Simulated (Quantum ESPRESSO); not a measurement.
## InP in Quantum ESPRESSO: the effect of functional

InP:

```
CELL_PARAMETERS angstrom
0.00000 2.93050 2.93050
2.93050 0.00000 2.93050
2.93050 2.93050 0.00000
ATOMIC_POSITIONS crystal
In 0.00000 0.00000 0.00000
P 0.75000 0.75000 0.75000
```

Alike in all runs:

- Program: Quantum ESPRESSO 7.5
- Task: phonons
- Cutoff: 952 eV
- Density cutoff: 3810 eV
- k mesh: 4 × 4 × 4, shifted
- Occupations: fermi-dirac, width 0.05 eV
- Spin: no spin polarisation

Each run relaxes the cell or the atoms first.

| functional | potentials or basis | relaxed volume (Å³/atom) | dielectric constant (mean) | highest phonon frequency (cm⁻¹) |
| --- | --- | --- | --- | --- |
| LDA | PseudoDojo 0.4.1 SR LDA standard | 24.68 | 12.25 | 304 |
| PBE | PseudoDojo 0.4.1 SR PBE standard | ? | ? | ? |
| PBEsol | PseudoDojo 0.4.1 SR PBEsol standard | 25.43 | 12.20 | 296 |
| RPBE | PseudoDojo 0.4.1 SR PBE standard | 27.13 | 12.01 | 277 |
| revPBE | PseudoDojo 0.4.1 SR PBE standard | 26.95 | 12.09 | 279 |
| PW91 | PseudoDojo 0.4.1 SR PBE standard | 26.45 | 12.52 | 285 |
| vdW-DF-cx | PseudoDojo 0.4.1 SR PBE standard | 25.70 | 12.43 | 294 |

What does the run with functional PBE give?

Relaxed volume 26.47 Å³/atom; dielectric constant 12.30 mean; highest phonon frequency 285 cm⁻¹.

Caveats: the potentials were made for another functional, which shifts forces and pressure (some runs).
